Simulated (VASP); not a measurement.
# Ru (P6_3/mmc) in VASP: further runs, part 2 of 3

VASP 6.6.1. Earlier steps stand in the parts before.

**3. Band structure, RPBE**

File POSCAR:

```
Ru
1.0
    2.7058000000      0.0000000000      0.0000000000
   -1.3529000000      2.3432915376      0.0000000000
    0.0000000000      0.0000000000      4.2819000000
Ru
2
Direct
    0.6666666667      0.3333333333      0.7500000000
    0.3333333333      0.6666666667      0.2500000000
```

File INCAR.step1:

```
SYSTEM = Ru
ALGO = Normal ; EDIFF = 1E-6
ENCUT = 520 ; GGA = RP
ISIF = 2 ; ISMEAR = -1
LASPH = .True. ; LCHARG = .True.
LMAXMIX = 4 ; LREAL = .False.
LWAVE = .False. ; NBANDS = 21
NELM = 60 ; PREC = Accurate
SIGMA = 0.05
```

File KPOINTS.step1:

```
k-points
0
Gamma
  11 11 6
  0 0 0
```

File INCAR.step2:

```
SYSTEM = Ru
ALGO = Normal ; EDIFF = 1E-6
ENCUT = 520 ; GGA = RP
ICHARG = 11 ; ISIF = 2
ISMEAR = 0 ; LASPH = .True.
LCHARG = .False. ; LMAXMIX = 4
LREAL = .False. ; LWAVE = .False.
NBANDS = 21 ; NELM = 60
PREC = Accurate ; SIGMA = 0.05
```

File KPOINTS.step2:

```
path GMKGALHA,LM,KH
15
line-mode
reciprocal
 0.0000000000  0.0000000000  0.0000000000  G
 0.5000000000  0.0000000000  0.0000000000  M

 0.5000000000  0.0000000000  0.0000000000  M
 0.3333333333  0.3333333333  0.0000000000  K

 0.3333333333  0.3333333333  0.0000000000  K
 0.0000000000  0.0000000000  0.0000000000  G

 0.0000000000  0.0000000000  0.0000000000  G
 0.0000000000  0.0000000000  0.5000000000  A

 0.0000000000  0.0000000000  0.5000000000  A
 0.5000000000  0.0000000000  0.5000000000  L

 0.5000000000  0.0000000000  0.5000000000  L
 0.3333333333  0.3333333333  0.5000000000  H

 0.3333333333  0.3333333333  0.5000000000  H
 0.0000000000  0.0000000000  0.5000000000  A

 0.5000000000  0.0000000000  0.5000000000  L
 0.5000000000  0.0000000000  0.0000000000  M

 0.3333333333  0.3333333333  0.0000000000  K
 0.3333333333  0.3333333333  0.5000000000  H
```

Potentials or basis: VASP PAW PBE potentials, release 64 (Ru_pv).

Command:

```sh
> cat potpaw_PBE.64/Ru_pv/POTCAR > POTCAR
> cp INCAR.step1 INCAR
> cp KPOINTS.step1 KPOINTS
> mpirun -np 1 vasp_std > vasp.out
> cp INCAR.step2 INCAR
> cp KPOINTS.step2 KPOINTS
> mpirun -np 1 vasp_std > vasp.out
```

OUTCAR:

```text
SYSTEM = Ru
   EDIFF = 1E-6
   ENCUT = 520
   GGA = RP
   ICHARG = 11
   ISIF = 2
   ISMEAR = 0
   LASPH = .True.
   LREAL = .False.
   NELM = 60
   PREC = Accurate

 ion  position               nearest neighbor table
   1  0.667  0.333  0.750-   2 2.65   2 2.65   2 2.65   2 2.65   2 2.65   2 2.65
   2  0.333  0.667  0.250-   1 2.65   1 2.65   1 2.65   1 2.65   1 2.65   1 2.65

  LATTYP: Found a hexagonal cell.
 ALAT       =     2.7058000000
 C/A-ratio  =     1.5824894671

  Lattice vectors:

 A1 = (   2.7058000000,   0.0000000000,   0.0000000000)
 A2 = (  -1.3529000000,   2.3432915376,   0.0000000000)
 A3 = (   0.0000000000,   0.0000000000,   4.2819000000)

Analysis of symmetry for initial positions (statically):
=====================================================================
 Subroutine PRICEL returns:
 Original cell was already a primitive cell.

 Routine SETGRP: Setting up the symmetry group for a
 hexagonal supercell.

 Subroutine GETGRP returns: Found 24 space group operations
 (whereof 12 operations were pure point group operations)
 out of a pool of 24 trial point group operations.

The static configuration has the point symmetry D_3d.
 The point group associated with its full space group is D_6h.

Analysis of symmetry for dynamics (positions and initial velocities):
=====================================================================
 Subroutine PRICEL returns:
 Original cell was already a primitive cell.

 Routine SETGRP: Setting up the symmetry group for a
 hexagonal supercell.

 Subroutine GETGRP returns: Found 24 space group operations
 (whereof 12 operations were pure point group operations)
 out of a pool of 24 trial point group operations.

The dynamic configuration has the point symmetry D_3d.
 The point group associated with its full space group is D_6h.

 Subroutine INISYM returns: Found 24 space group operations
 (whereof 12 operations are pure point group operations),
 and found     1 'primitive' translations

----------------------------------------------------------------------------------------

                                     Primitive cell

  volume of cell :      27.1493

  direct lattice vectors                    reciprocal lattice vectors
     2.705800000  0.000000000  0.000000000     0.369576465  0.213375072  0.000000000
    -1.352900000  2.343291538  0.000000000     0.000000000  0.426750144  0.000000000
     0.000000000  0.000000000  4.281900000     0.000000000  0.000000000  0.233541185

  length of vectors
     2.705800000  2.705800000  4.281900000     0.426750144  0.426750144  0.233541185

  position of ions in fractional coordinates (direct lattice)
     0.666666667  0.333333333  0.750000000
     0.333333333  0.666666667  0.250000000

  ion indices of the primitive-cell ions
   primitive index   ion index
                 1           1
                 2           2

----------------------------------------------------------------------------------------

 KPOINTS: path GMKGALHA,LM,KH

Interpolating k-points between supplied coordinates.

 Line segments in fractional coordinates (reciprocal lattice):
    0.000000  0.000000  0.000000  ...  0.500000  0.000000  0.000000
    0.500000  0.000000  0.000000  ...  0.333333  0.333333  0.000000
    0.333333  0.333333  0.000000  ...  0.000000  0.000000  0.000000
    0.000000  0.000000  0.000000  ...  0.000000  0.000000  0.500000
    0.000000  0.000000  0.500000  ...  0.500000  0.000000  0.500000
    0.500000  0.000000  0.500000  ...  0.333333  0.333333  0.500000
    0.333333  0.333333  0.500000  ...  0.000000  0.000000  0.500000
    0.500000  0.000000  0.500000  ...  0.500000  0.000000  0.000000
    0.333333  0.333333  0.000000  ...  0.333333  0.333333  0.500000

 Generated    15 points on each line segment, for a total of    135 k-points:

 Following reciprocal coordinates:
            Coordinates               Weight
  0.000000  0.000000  0.000000      0.007407
  0.035714  0.000000  0.000000      0.007407
  0.071429  0.000000  0.000000      0.007407
  0.107143  0.000000  0.000000      0.007407
  0.142857  0.000000  0.000000      0.007407
  0.178571  0.000000  0.000000      0.007407
[... 16 lines left out ...]
  0.416667  0.166667  0.000000      0.007407
  0.404762  0.190476  0.000000      0.007407
 [... further k-points ...]
   k-points           NKPTS =    135   k-points in BZ     NKDIM =    135   number of bands    NBANDS=     21
   number of dos      NEDOS =    301   number of ions     NIONS =      2
   total plane-waves  NPLWV =  12800
   dimension x,y,z NGX =    20 NGY =   20 NGZ =   32
   dimension x,y,z NGXF=    40 NGYF=   40 NGZF=   64
   ions per type =               2
   NGX,Y,Z   is equivalent  to a cutoff of  12.29, 12.29, 12.42 a.u.
   NGXF,Y,Z  is equivalent  to a cutoff of  24.58, 24.58, 24.85 a.u.
 SYSTEM =  Ru
   PREC   = accura    normal or accurate (medium, high low for compatibility)
   ISTART =      0    job   : 0-new  1-cont  2-samecut
   ICHARG =     11    charge: 1-file 2-atom 10-const
   ISPIN  =      1    spin polarized calculation?
   LNONCOLLINEAR =      F non collinear calculations
   LSORBIT =      F    spin-orbit coupling
   LASPH  =      T    aspherical Exc in radial PAW
   ENCUT  =  520.0 eV  38.22 Ry    6.18 a.u.   5.03  5.03  7.96*2*pi/ulx,y,z
   NELM   =     60;   NELMIN=  2; NELMDL=  0     # of ELM steps
   EDIFF  = 0.1E-05   stopping-criterion for ELM
   LREAL  =      F    real-space projection
   EDIFFG = 0.1E-04   stopping-criterion for IOM
   NSW    =      0    number of steps for IOM
   IBRION =     -1    ionic relax: 0-MD 1-quasi-New 2-CG
   NFREE  =      0    steps in history (QN), initial steepest desc. (CG)
   ISIF   =      2    stress and relaxation
   ISYM   =      2    0-nonsym 1-usesym 2-fastsym
   POTIM  = 0.5000    time-step for ionic-motion
   TEBEG  =    0.0;   TEEND  =   0.0 temperature during run
   PSTRESS=    0.0 pullay stress
   NELECT =      28.0000    total number of electrons
   NUPDOWN=      -1.0000    fix difference up-down
   EMIN   =  10.00;   EMAX   =-10.00  energy-range for DOS
   EFERMI =   0.00;   METHOD = LEGACY
   ISMEAR =     0;   SIGMA  =   0.05  broadening in eV -4-tet -1-fermi 0-gaus
   EFERMI_NEDOS =   21; number of points for ismear=-14 and -15
   IALGO  =     38    algorithm
   IMIX   =      4    mixing-type and parameters
     AMIX     =   0.40;   BMIX     =  1.00
     AMIX_MAG =   1.60;   BMIX_MAG =  1.00
  volume/ion in A,a.u.               =      13.57        91.61
  Fermi-wavevector in a.u.,A,eV,Ry     =   1.654022  3.125649 37.222674  2.735789
  Thomas-Fermi vector in A             =   2.742361
   LORBIT       =      0    0 simple, 1 ext, 2 COOP (PROOUT), +10 PAW based schemes
   GGA     = RP    functional components
   LHFCALC =     F    Hartree Fock is set to
   AEXX    =    0.0000 exact exchange contribution
   IVDW    =     0    specifies the selected vdW correction
   LEPSILON=     F    determine dielectric tensor
   LRPA    =     F    only Hartree local field effects (RPA)
 non-spin polarized calculation
 Gauss-broadening in eV      SIGMA  =   0.05
  energy-cutoff  :      520.00
  volume of cell :       27.15
 maximum number of plane-waves:       752
 NGX is ok and might be reduce to    20

 number of electron      28.0000008 magnetization

 Free energy of the ion-electron system (eV)
  ---------------------------------------------------
  ext. energy  EPLUGINS =         0.00000000
  ---------------------------------------------------
  free energy    TOTEN  =       -17.37285760 eV

  energy without entropy =      -17.36971035  energy(sigma->0) =      -17.37128397

 E-fermi :  13.3322     XC(G=0): -14.0470

 val. band max:       13.3127011187   @ k =   0.0238   0.0238   0.0000
 cond. band min:      13.3510952729   @ k =   0.4881   0.0238   0.5000
 fundamental gap:      0.0383941542
 Fermi energy:        13.3321589704

 k-point     1 :       0.0000    0.0000    0.0000
  band No.  band energies     occupation
      1     -30.7343      2.00000
      2     -29.8026      2.00000
      3     -29.8026      2.00000
      4     -29.6325      2.00000
      5     -29.6325      2.00000
      6     -29.5915      2.00000
[... 13 lines left out ...]
     20      23.4293      0.00000
     21      23.4346      0.00000

 k-point     2 :       0.0357    0.0000    0.0000
  band No.  band energies     occupation
      1     -30.7300      2.00000
      2     -29.8119      2.00000
      3     -29.8057      2.00000
      4     -29.6423      2.00000
      5     -29.6338      2.00000
      6     -29.5935      2.00000
[... 520 lines left out ...]
 k-point    24 :       0.4048    0.1905    0.0000
  band No.  band energies     occupation
      1     -30.4785      2.00000
      2     -30.2916      2.00000
      3     -30.1823      2.00000
      4     -30.1552      2.00000
      5     -29.9394      2.00000
      6     -29.9073      2.00000
[... 13 lines left out ...]
     20      23.4291      0.00000
     21      23.4298      0.00000

 [... further k-points ...]
[... 5 lines left out ...]
  --------------------------------------------------------------------------------------
  -------------------------------------------------------------------------------------
  Total        2.5418732      2.5418732      5.7964972      0.0000000      0.0000000      0.0000000
  in kB      150.0050639    150.0050639    342.0721183      0.0000000      0.0000000      0.0000000
  external PRESSURE =     214.0274154 kB  Pullay stress =       0.0000000 kB

 VOLUME and BASIS-vectors are now :
 -----------------------------------------------------------------------------
  energy-cutoff  :      520.00
  volume of cell :       27.15
      direct lattice vectors                 reciprocal lattice vectors
     2.705800000  0.000000000  0.000000000     0.369576465  0.213375072  0.000000000
    -1.352900000  2.343291538  0.000000000     0.000000000  0.426750144  0.000000000
     0.000000000  0.000000000  4.281900000     0.000000000  0.000000000  0.233541185

 POSITION                                       TOTAL-FORCE (eV/Angst)
 -----------------------------------------------------------------------------------
      1.35290      0.78110      3.21143        -0.000000     -0.000000      0.000000
     -0.00000      1.56219      1.07048         0.000000      0.000000      0.000000
 -----------------------------------------------------------------------------------
    total drift:                               -0.000000      0.000000     -0.000000

  FREE ENERGIE OF THE ION-ELECTRON SYSTEM (eV)
  ---------------------------------------------------
  free  energy   TOTEN  =       -17.3728575984 eV

  energy  without entropy=      -17.3697103498  energy(sigma->0) =      -17.37128397
```

Wall time 44 s (1 thread of Intel Xeon Platinum 8488C (Sapphire Rapids), shared host); peak memory 0.18 GiB.

What came out:

| Item | Value |
| --- | --- |
| Band gap along the path | none (metal or under the smearing width) |

Levels at the corners of the path, in eV from the Fermi level:
```tsv
point	band 11	band 12	band 13	band 14	band 15	band 16	band 17	band 18
Γ	-2.35	-1.84	-1.84	-1.32	-1.32	1.25	1.25	1.37
M	-2.00	-1.72	-1.45	1.49	1.90	1.98	4.13	6.21
M	-2.00	-1.72	-1.45	1.49	1.90	1.98	4.13	6.21
K	-2.77	-2.77	-1.00	1.07	1.07	1.50	7.09	7.34
K	-2.77	-2.77	-1.00	1.07	1.07	1.50	7.09	7.34
Γ	-2.35	-1.84	-1.84	-1.32	-1.32	1.25	1.25	1.37
Γ	-2.35	-1.84	-1.84	-1.32	-1.32	1.25	1.25	1.37
A	-2.69	-2.69	-2.64	-2.64	0.61	0.61	0.61	0.61
A	-2.69	-2.69	-2.64	-2.64	0.61	0.61	0.61	0.61
L	-0.99	-0.99	0.52	0.52	1.74	1.74	3.47	3.47
L	-0.99	-0.99	0.52	0.52	1.74	1.74	3.47	3.47
H	-2.64	-2.64	-1.12	-1.12	1.29	1.29	8.52	8.52
H	-2.64	-2.64	-1.12	-1.12	1.29	1.29	8.52	8.52
A	-2.69	-2.69	-2.64	-2.64	0.61	0.61	0.61	0.61
L	-0.99	-0.99	0.52	0.52	1.74	1.74	3.47	3.47
M	-2.00	-1.72	-1.45	1.49	1.90	1.98	4.13	6.21
K	-2.77	-2.77	-1.00	1.07	1.07	1.50	7.09	7.34
H	-2.64	-2.64	-1.12	-1.12	1.29	1.29	8.52	8.52
```

Caveat: the log is that of the step along the path at fixed density, whose energy, stress, charges and moments have no meaning; the PAW data sets were made with another functional, which shifts forces and pressure a little.

**4. Band structure, revPBE**

File INCAR:

```
ALGO = Normal ; EDIFF = 1E-7
ENCUT = 520 ; GGA = RE
ISIF = 2 ; ISMEAR = -1
LASPH = True ; LCHARG = False
LMAXMIX = 4 ; LREAL = False
LWAVE = False ; NELM = 100
PREC = Accurate ; SIGMA = 0.05
```

File KPOINTS:

```
k-points
0
Gamma
  11 11 6
```

POSCAR is that of step 3.

File KPOINTS_OPT:

```
path GMKGALHA,LM,KH
10
line-mode
reciprocal
 0.0000000000  0.0000000000  0.0000000000  G
 0.5000000000  0.0000000000  0.0000000000  M

 0.5000000000  0.0000000000  0.0000000000  M
 0.3333333333  0.3333333333  0.0000000000  K

 0.3333333333  0.3333333333  0.0000000000  K
 0.0000000000  0.0000000000  0.0000000000  G

 0.0000000000  0.0000000000  0.0000000000  G
 0.0000000000  0.0000000000  0.5000000000  A

 0.0000000000  0.0000000000  0.5000000000  A
 0.5000000000  0.0000000000  0.5000000000  L

 0.5000000000  0.0000000000  0.5000000000  L
 0.3333333333  0.3333333333  0.5000000000  H

 0.3333333333  0.3333333333  0.5000000000  H
 0.0000000000  0.0000000000  0.5000000000  A

 0.5000000000  0.0000000000  0.5000000000  L
 0.5000000000  0.0000000000  0.0000000000  M

 0.3333333333  0.3333333333  0.0000000000  K
 0.3333333333  0.3333333333  0.5000000000  H
```

Command:

```sh
> cat potpaw_PBE.64/Ru_pv/POTCAR > POTCAR
> mpirun -np 1 vasp_std > vasp.out
```

Run time: 37 s. Hardware: 1 thread of Intel Xeon Platinum 8488C (Sapphire Rapids), shared host; peak memory 0.17 GiB.

It converged, with:

| Item | Value |
| --- | --- |
| Free energy | -17.4306 eV |
| Pressure | 7.7 GPa |
| Band gap along the path | none (metal or under the smearing width) |

Levels at the corners of the path, in eV from the Fermi level:
| point | band 10 | band 11 | band 12 | band 13 | band 14 | band 15 | band 16 | band 17 | band 18 |
| --- | --- | --- | --- | --- | --- | --- | --- | --- | --- |
| Γ | -2.52 | -2.35 | -1.84 | -1.84 | -1.32 | -1.32 | 1.25 | 1.25 | 1.37 |
| M | -2.94 | -2.00 | -1.72 | -1.45 | 1.49 | 1.91 | 1.98 | 4.13 | 6.21 |
| M | -2.94 | -2.00 | -1.72 | -1.45 | 1.49 | 1.91 | 1.98 | 4.13 | 6.21 |
| K | -3.70 | -2.77 | -2.77 | -1.00 | 1.07 | 1.07 | 1.50 | 7.09 | 7.33 |
| K | -3.70 | -2.77 | -2.77 | -1.00 | 1.07 | 1.07 | 1.50 | 7.09 | 7.33 |
| Γ | -2.52 | -2.35 | -1.84 | -1.84 | -1.32 | -1.32 | 1.25 | 1.25 | 1.37 |
| Γ | -2.52 | -2.35 | -1.84 | -1.84 | -1.32 | -1.32 | 1.25 | 1.25 | 1.37 |
| A | -2.69 | -2.69 | -2.69 | -2.64 | -2.64 | 0.61 | 0.61 | 0.61 | 0.61 |
| A | -2.69 | -2.69 | -2.69 | -2.64 | -2.64 | 0.61 | 0.61 | 0.61 | 0.61 |
| L | -4.46 | -0.99 | -0.99 | 0.52 | 0.52 | 1.74 | 1.74 | 3.47 | 3.47 |
| L | -4.46 | -0.99 | -0.99 | 0.52 | 0.52 | 1.74 | 1.74 | 3.47 | 3.47 |
| H | -4.04 | -2.64 | -2.64 | -1.12 | -1.12 | 1.29 | 1.29 | 8.52 | 8.52 |
| H | -4.04 | -2.64 | -2.64 | -1.12 | -1.12 | 1.29 | 1.29 | 8.52 | 8.52 |
| A | -2.69 | -2.69 | -2.69 | -2.64 | -2.64 | 0.61 | 0.61 | 0.61 | 0.61 |
| L | -4.46 | -0.99 | -0.99 | 0.52 | 0.52 | 1.74 | 1.74 | 3.47 | 3.47 |
| M | -2.94 | -2.00 | -1.72 | -1.45 | 1.49 | 1.91 | 1.98 | 4.13 | 6.21 |
| K | -3.70 | -2.77 | -2.77 | -1.00 | 1.07 | 1.07 | 1.50 | 7.09 | 7.33 |
| H | -4.04 | -2.64 | -2.64 | -1.12 | -1.12 | 1.29 | 1.29 | 8.52 | 8.52 |

Caveat: the PAW data sets were made with another functional, which shifts forces and pressure a little.

[end of part 2 of 3]
